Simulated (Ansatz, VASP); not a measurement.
# Al in VASP and in Ansatz

```
CELL_PARAMETERS angstrom
0.00000 2.96299 2.96299
2.96299 0.00000 2.96299
2.96299 2.96299 0.00000
ATOMIC_POSITIONS crystal
Al 0.87500 0.87500 0.87500
Al 0.12500 0.12500 0.12500
```

Alike in both runs: functional PBE; k mesh 12 × 12 × 12; occupations fermi-dirac, width 0.05 eV; no spin polarisation.

Ansatz relaxed the structure, and its values are those at the end. VASP's run is a single point on that final structure, the one shown.

```csv
,VASP,Ansatz
version,VASP 6.6.1,Ansatz 0.2.0
potentials or method,"VASP PAW PBE potentials, release 64 (Al), cutoff 520 eV","all-electron LAPW, scalar-relativistic"
```

|  | VASP | Ansatz | Ansatz less VASP |
| --- | --- | --- | --- |
| pressure (GPa) | 2.6 | 2.6 | -0.03 |

Ansatz ran all-electron here, so the differences hold the error of VASP's frozen core and of both bases.
